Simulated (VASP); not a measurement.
Set up this calculation in VASP 6.6.1, as the native input.

```
Task                   : optical spectrum
Functional             : LDA
Potentials or basis    : VASP PAW LDA potentials, release 64 (Se)
Cutoff                 : 520 eV
k mesh                 : 7 × 7 × 5
Occupations            : tetrahedron
Spin                   : spin-orbit coupling, no magnetisation
Further INCAR settings : ALGO = Normal; EDIFF = 1e-07; NBANDS = 70
```

The structure of Se lies in POSCAR:

```
Se
2.6134
    0.999902425959      0.012055559807     -0.007241907094
    0.012055559807      1.004270681870      0.006507231958
   -0.011969082421      0.010754955231      1.687345603428
Se
1
Direct
    0.5145460000      0.5070760000     -0.0071990000
```

The cell was built by a generator and needn't be a form met in nature.

The cell isn't the ideal one: cell strained at random at fixed volume.

These files were run (other wordings do the same):

INCAR

```
PREC = Accurate ; ENCUT = 520
EDIFF = 1E-7 ; ISMEAR = -5
SIGMA = 0.05 ; LREAL = False
LASPH = True ; NELM = 80
ALGO = Normal ; ISIF = 2
LWAVE = False ; LCHARG = False
LNONCOLLINEAR = True ; MAGMOM = 0 0 0
LORBIT = 11 ; LSORBIT = True
GGA_COMPAT = False ; GGA = CA
LOPTICS = True ; NBANDS = 70
NEDOS = 2000 ; CSHIFT = 0.05
```

KPOINTS

```
regular mesh
0
Gamma
  7 7 5
```

Potentials or basis: VASP PAW LDA potentials, release 64 (Se).

The run is started by

```console
$ cat potpaw_LDA.64/Se/POTCAR > POTCAR
$ mpirun -np 1 vasp_ncl > vasp.out
```

It gave:

```yaml
Pressure: -1.8 GPa
Valence_electrons_inside_the_program's_atomic_spheres: Se 3.71
```

Run time: 3.8 min on 1 thread of AMD EPYC 9R45 96-Core Processor (Zen 5), with other jobs on the host, peak memory 0.36 GiB.
